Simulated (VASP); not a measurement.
Write the native input for VASP 6.6.1 that does the following.

```
Task                   : single point
Functional             : PBE
Potentials or basis    : VASP PAW PBE potentials, release 64 (Pt, S)
Cutoff                 : 520 eV
k mesh                 : 12 × 12 × 6
Occupations            : fermi-dirac, width 0.02 eV
Spin                   : no spin polarisation
Dipole correction      : no
Further INCAR settings : ALGO = Fast; EDIFF = 1e-06; NBANDS = 18
```

The structure of PtS2 lies in POSCAR:

```
PtS2
1.0
    3.6908211707      0.0000000000      0.0000000000
   -1.8454105853      3.0766627150      0.0000000000
    0.0000000000      0.0000000000      5.1228306371
Pt S
1 2
Direct
    0.0000000000      0.0000000000      0.0000000000
    0.3364210102      0.6728420205      0.2330205207
    0.6635789898      0.3271579795      0.7669794793
```

The cell isn't the ideal one: uniaxial_x strain +3.9%.

These files were run (other wordings do the same):

INCAR

```
SYSTEM = PtS2
PREC = Accurate ; ENCUT = 520
EDIFF = 1E-6 ; ISMEAR = -1
SIGMA = 0.02 ; LREAL = .FALSE.
LASPH = .TRUE. ; NELM = 100
ALGO = Fast ; ISIF = 2
LWAVE = .FALSE. ; LCHARG = .FALSE.
GGA = PE ; NBANDS = 18
```

KPOINTS

```
regular mesh
0
G
  12 12 6
  0 0 0
```

Potentials or basis: VASP PAW PBE potentials, release 64 (Pt, S).

Launch:

```bash
$ cat potpaw_PBE.64/Pt/POTCAR potpaw_PBE.64/S/POTCAR > POTCAR
$ mpirun -np 1 vasp_std > vasp.out
```

Results of the run:

| Quantity | Value |
| --- | --- |
| Pressure | -0.4 GPa |
| Largest force | 0.014 eV/Å |
| Band gap on the k mesh | 0.55 eV, indirect (least direct gap 0.92 eV) |

Caveat: spin-orbit coupling is left out, which moves the levels of the heavy elements.

Run time: 3.1 min on 1 thread of Intel(R) Xeon(R) Platinum 8259CL CPU @ 2.50GHz (Skylake/Cascade Lake) (shared host), peak memory 0.35 GiB.
